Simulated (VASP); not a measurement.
# BeTe: relaxation of the atoms with LDA

Crystal: BeTe.

```xyz
2
Lattice="0.0000 2.7812 2.7812 2.7812 0.0000 2.7812 2.7812 2.7812 0.0000" Properties=species:S:1:pos:R:3 pbc="T T T"
Be    0.0000    0.0000    0.0000
Te    1.3906    1.3906    1.3906
```

* Program: VASP 6.6.1
* Task: relaxation of the atoms
* Functional: LDA
* Potentials or basis: VASP PAW LDA potentials, release 64 (Be, Te)
* Cutoff: 600 eV
* k mesh: 8 × 8 × 8
* Occupations: gaussian, width 0.03 eV
* Spin: no spin polarisation
* Further INCAR settings: ALGO = Normal; EDIFF = 1e-07; IBRION = 2; EDIFFG = -0.01; NSW = 40

```yaml
Pressure_after_relaxing: 0.0 GPa
Band_gap_on_the_k_mesh: 1.78 eV, indirect (least direct gap 3.55 eV)
```

Final structure:
```
CELL_PARAMETERS angstrom
0.00000 2.78122 2.78122
2.78122 0.00000 2.78122
2.78122 2.78122 0.00000
ATOMIC_POSITIONS crystal
Be 0.00000 0.00000 0.00000
Te 0.25000 0.25000 0.25000
```

Levels at points of the mesh, in eV from the valence-band top:
```csv
k point,band 1,band 2,band 3,band 4,band 5,band 6,band 7,band 8
"(0.00, 0.00, 0.00)",-12.57,0.00,0.00,0.00,3.55,3.55,3.55,4.00
"(0.50, 0.00, 0.00)",-11.14,-5.77,-1.19,-1.19,3.15,4.54,4.54,7.63
"(0.50, 0.50, 0.00)",-10.62,-5.28,-2.79,-2.79,1.78,2.60,9.83,9.83
```

Run time: 7.7 s on 1 thread of Intel(R) Xeon(R) Platinum 8375C CPU @ 2.90GHz (Ice Lake), on a shared host, peak memory 0.16 GiB.

Caveat: the relaxation stopped at its first step, so nothing moved; spin-orbit coupling is left out, which moves the levels of the heavy elements. As with any semilocal functional, this LDA gap is likely too small.
